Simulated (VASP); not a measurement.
# BeSe (F-43m) in VASP: further runs

One crystal, BeSe, is run at these levels: PBE; tasks: single point.

Program: VASP 6.6.1. These are calculated values, not measurements. Logs are shortened: lines on timing, memory, paths and dates and some standing lists are left out, and cuts for length are marked.

### Step 1. The undisturbed crystal

Symmetry: F-43m, No. 216, cubic system. The conventional cell has a = 5.070 Å, b = 5.070 Å, c = 5.070 Å, α = 90.00°, β = 90.00°, γ = 90.00°. Be (site symmetry -43m) has 4 Se at 2.20 Å as nearest neighbours. Around Se (site symmetry -43m) lie 4 Be at 2.20 Å.

### Step 2. Single point, PBE (a relaxed cell with its volume scaled by 0.91)

INCAR reads:

```
ALGO = Normal
EDIFF = 1E-7
ENCUT = 520
GGA = PE
ISIF = 2
ISMEAR = 0
LASPH = True
LCHARG = False
LREAL = False
LWAVE = False
NELM = 60
PREC = Accurate
SIGMA = 1.0
```

KPOINTS reads:

```
k-points
0
Gamma
  10 10 10
```

POSCAR reads:

```
BeSe                                    
1.0
    0.0000000000      2.5104641186      2.5104641186
    2.5104641186      0.0000000000      2.5104641186
    2.5104641186      2.5104641186      0.0000000000
  Be              Se            
     1     1
Direct
     0.0000000000000000    0.0000000000000000    0.0000000000000000
     0.2500000000000000    0.2500000000000000    0.2500000000000000
```

Potentials or basis: VASP PAW PBE potentials, release 64 (Be, Se).

Launch:

```console
> cat potpaw_PBE.64/Be/POTCAR potpaw_PBE.64/Se/POTCAR > POTCAR
> mpirun -np 1 vasp_std > vasp.out
```

OUTCAR:

```text
EDIFF = 1E-7
   ENCUT = 520
   GGA = PE
   ISIF = 2
   ISMEAR = 0
   LASPH = True
   LREAL = False
   NELM = 60
   PREC = Accurate

 ion  position               nearest neighbor table
   1  0.000  0.000  0.000-   2 2.17   2 2.17   2 2.17   2 2.17
   2  0.250  0.250  0.250-   1 2.17   1 2.17   1 2.17   1 2.17

  LATTYP: Found a face centered cubic cell.
 ALAT       =     5.0209282372

  Lattice vectors:

 A1 = (   0.0000000000,   2.5104641186,   2.5104641186)
 A2 = (   2.5104641186,   0.0000000000,   2.5104641186)
 A3 = (   2.5104641186,   2.5104641186,   0.0000000000)

Analysis of symmetry for initial positions (statically):
=====================================================================
 Subroutine PRICEL returns:
 Original cell was already a primitive cell.

 Routine SETGRP: Setting up the symmetry group for a
 face centered cubic supercell.

 Subroutine GETGRP returns: Found 24 space group operations
 (whereof 24 operations were pure point group operations)
 out of a pool of 48 trial point group operations.

The static configuration has the point symmetry T_d .

Analysis of symmetry for dynamics (positions and initial velocities):
=====================================================================
 Subroutine PRICEL returns:
 Original cell was already a primitive cell.

 Routine SETGRP: Setting up the symmetry group for a
 face centered cubic supercell.

 Subroutine GETGRP returns: Found 24 space group operations
 (whereof 24 operations were pure point group operations)
 out of a pool of 48 trial point group operations.

The dynamic configuration has the point symmetry T_d .

 Subroutine INISYM returns: Found 24 space group operations
 (whereof 24 operations are pure point group operations),
 and found     1 'primitive' translations

----------------------------------------------------------------------------------------

                                     Primitive cell

  volume of cell :      31.6440

  direct lattice vectors                    reciprocal lattice vectors
     0.000000000  2.510464119  2.510464119    -0.199166360  0.199166360  0.199166360
     2.510464119  0.000000000  2.510464119     0.199166360 -0.199166360  0.199166360
     2.510464119  2.510464119  0.000000000     0.199166360  0.199166360 -0.199166360

  length of vectors
     3.550332404  3.550332404  3.550332404     0.344966254  0.344966254  0.344966254
[... 84 lines left out ...]
   NSW    =      0    number of steps for IOM
   IBRION =     -1    ionic relax: 0-MD 1-quasi-New 2-CG
   NFREE  =      0    steps in history (QN), initial steepest desc. (CG)
   ISIF   =      2    stress and relaxation
   ISYM   =      2    0-nonsym 1-usesym 2-fastsym
   POTIM  = 0.5000    time-step for ionic-motion
   TEBEG  =    0.0;   TEEND  =   0.0 temperature during run
   PSTRESS=    0.0 pullay stress
   NELECT =       8.0000    total number of electrons
   NUPDOWN=      -1.0000    fix difference up-down
   EMIN   =  10.00;   EMAX   =-10.00  energy-range for DOS
   EFERMI =   0.00;   METHOD = LEGACY
   ISMEAR =     0;   SIGMA  =   1.00  broadening in eV -4-tet -1-fermi 0-gaus
   EFERMI_NEDOS =   21; number of points for ismear=-14 and -15
   IALGO  =     38    algorithm
   IMIX   =      4    mixing-type and parameters
     AMIX     =   0.40;   BMIX     =  1.00
     AMIX_MAG =   1.60;   BMIX_MAG =  1.00
  volume/ion in A,a.u.               =      15.82       106.77
  Fermi-wavevector in a.u.,A,eV,Ry     =   1.035160  1.956169 14.579407  1.071556
  Thomas-Fermi vector in A             =   2.169490
   LORBIT       =      0    0 simple, 1 ext, 2 COOP (PROOUT), +10 PAW based schemes
   GGA     = PE    functional components
   LHFCALC =     F    Hartree Fock is set to
   AEXX    =    0.0000 exact exchange contribution
   IVDW    =     0    specifies the selected vdW correction
   LEPSILON=     F    determine dielectric tensor
   LRPA    =     F    only Hartree local field effects (RPA)
 non-spin polarized calculation
 Gauss-broadening in eV      SIGMA  =   1.00
  energy-cutoff  :      520.00
  volume of cell :       31.64
 maximum number of plane-waves:       875
 NGX is ok and might be reduce to    28
   NGX = 13   NGY = 13   NGZ = 13

 number of electron       8.0000000 magnetization

 Free energy of the ion-electron system (eV)
  ---------------------------------------------------
  ext. energy  EPLUGINS =         0.00000000
  ---------------------------------------------------
  free energy    TOTEN  =        -8.78281675 eV

  energy without entropy =       -8.77599138  energy(sigma->0) =       -8.77940407

 E-fermi :   5.4436     XC(G=0):  -9.7304

 val. band max:        4.0754109837   @ k =   0.0000   0.0000   0.0000
 cond. band min:       6.5270042126   @ k =   0.5000   0.5000   0.0000
 fundamental gap:      2.4515932289
 Fermi energy:         5.4436272177

 k-point     1 :       0.0000    0.0000    0.0000
  band No.  band energies     occupation
      1     -10.2200      2.00000
      2       4.0754      1.94700
      3       4.0754      1.94700
      4       4.0754      1.94700
      5       8.9966      0.00000
      6       9.0642      0.00000
      7       9.0642      0.00000
      8       9.0642      0.00000
[... 243 lines left out ...]
 k-point    24 :       0.4000    0.3000    0.0000
  band No.  band energies     occupation
      1      -8.6868      2.00000
      2      -0.5108      2.00000
      3       1.3389      2.00000
      4       1.6274      2.00000
      5       7.4386      0.00478
      6       9.2138      0.00000
      7      13.7322      0.00000
      8      13.9147      0.00000

 [... further k-points ...]

------------------------ aborting loop because EDIFF is reached ----------------------------------------

  FORCE on cell =-STRESS in cart. coord.  units (eV):
  Direction    XX          YY          ZZ          XY          YZ          ZX
  --------------------------------------------------------------------------------------
  -------------------------------------------------------------------------------------
  Total        1.6859348      1.6859348      1.6859348     -0.0000000     -0.0000000      0.0000000
  in kB       85.3609641     85.3609641     85.3609641     -0.0000000     -0.0000000      0.0000000
  external PRESSURE =      85.3609641 kB  Pullay stress =       0.0000000 kB

 VOLUME and BASIS-vectors are now :
 -----------------------------------------------------------------------------
  energy-cutoff  :      520.00
  volume of cell :       31.64
      direct lattice vectors                 reciprocal lattice vectors
     0.000000000  2.510464119  2.510464119    -0.199166360  0.199166360  0.199166360
     2.510464119  0.000000000  2.510464119     0.199166360 -0.199166360  0.199166360
     2.510464119  2.510464119  0.000000000     0.199166360  0.199166360 -0.199166360

 POSITION                                       TOTAL-FORCE (eV/Angst)
 -----------------------------------------------------------------------------------
      0.00000      0.00000      0.00000        -0.000000     -0.000000     -0.000000
      1.25523      1.25523      1.25523         0.000000      0.000000      0.000000
 -----------------------------------------------------------------------------------
    total drift:                                0.000000      0.000000      0.000000

  FREE ENERGIE OF THE ION-ELECTRON SYSTEM (eV)
  ---------------------------------------------------
  free  energy   TOTEN  =        -8.7828167482 eV

  energy  without entropy=       -8.7759913830  energy(sigma->0) =       -8.77940407
```

stdout:

```text
POSCAR found type information on POSCAR BeSe
 POSCAR found :  2 types and       2 ions
 scaLAPACK will be used
 LDA part: xc-table for (Slater+PW92), standard interpolation
 POSCAR, INCAR and KPOINTS ok, starting setup
 FFT: planning ... GRIDC
 FFT: planning ... GRID_SOFT
 FFT: planning ... GRID
 WAVECAR not read
 entering main loop
```

It took 9.1 s on 1 thread of Intel Xeon 6975P-C (Granite Rapids), shared host; peak memory 0.15 GiB.

Results:

```yaml
Free_energy: -8.7828 eV
Pressure: 8.5 GPa
Band_gap_on_the_k_mesh: 2.45 eV, indirect (least direct gap 4.92 eV)
```

A k mesh can miss the band edges.

### Step 3. Single point, PBE (a relaxed cell with its volume scaled by 1.09)

INCAR is that of step 2.

KPOINTS is that of step 2.

POSCAR reads:

```
BeSe                                    
1.0
    0.0000000000      2.6661365401      2.6661365401
    2.6661365401      0.0000000000      2.6661365401
    2.6661365401      2.6661365401      0.0000000000
  Be              Se            
     1     1
Direct
     0.0000000000000000    0.0000000000000000    0.0000000000000000
     0.2500000000000000    0.2500000000000000    0.2500000000000000
```

Potentials or basis: VASP PAW PBE potentials, release 64 (Be, Se).

Launch:

```console
> cat potpaw_PBE.64/Be/POTCAR potpaw_PBE.64/Se/POTCAR > POTCAR
> mpirun -np 1 vasp_std > vasp.out
```

It took 9.4 s on 1 thread of Intel Xeon 6975P-C (Granite Rapids), shared host; peak memory 0.15 GiB.

It converged, with:

```
Free energy            : -8.8033 eV
Pressure               : -5.5 GPa
Band gap on the k mesh : 2.83 eV, indirect (least direct gap 3.61 eV)
```

Levels at points of the mesh, in eV from the valence-band top:
| k point | band 1 | band 2 | band 3 | band 4 | band 5 | band 6 | band 7 | band 8 |
| --- | --- | --- | --- | --- | --- | --- | --- | --- |
| (0.00, 0.00, 0.00) | -13.15 | 0.00 | 0.00 | 0.00 | 3.61 | 5.01 | 5.01 | 5.01 |
| (0.50, 0.00, 0.00) | -12.06 | -5.05 | -0.93 | -0.93 | 3.96 | 5.93 | 5.93 | 9.67 |
| (0.50, 0.50, 0.00) | -11.69 | -4.55 | -2.29 | -2.29 | 2.83 | 4.23 | 10.85 | 10.85 |

A k mesh can miss the band edges.
